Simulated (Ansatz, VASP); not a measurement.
**One calculation of Hg, two programs**

```
Hg
1.0
     0.00000    2.19016    2.19016
     2.19016    0.00000    2.19016
     2.19016    2.19016    0.00000
Hg
1
Direct
  0.00000 0.00000 0.00000
```

Alike in both runs: task single point; functional PBE; k mesh 16 × 16 × 16; occupations gaussian, width 0.1 eV; no spin polarisation.

|  | VASP | Ansatz |
| --- | --- | --- |
| version | VASP 6.6.1 | Ansatz 0.2.0 |
| potentials or method | VASP PAW PBE potentials, release 64 (Hg) | scalar-relativistic, plane waves, PAW |
| plane-wave cutoff (eV) | 520 | 420 |
| valence electrons in the cell | 12 | 20 |

VASP gave:

* gap on the k mesh at the Fermi level (eV): none
* pressure (GPa): 12.4

Task: What did Ansatz give for the same quantities?

Result: gap on the k mesh at the Fermi level (eV): none; pressure (GPa): 11.7.

A gap of «none» marks a metal or a gap that the smearing closes. The two sets of potentials don't hold the same shells in valence.

The runs have no spin-orbit coupling, so splittings on Hg are missing.
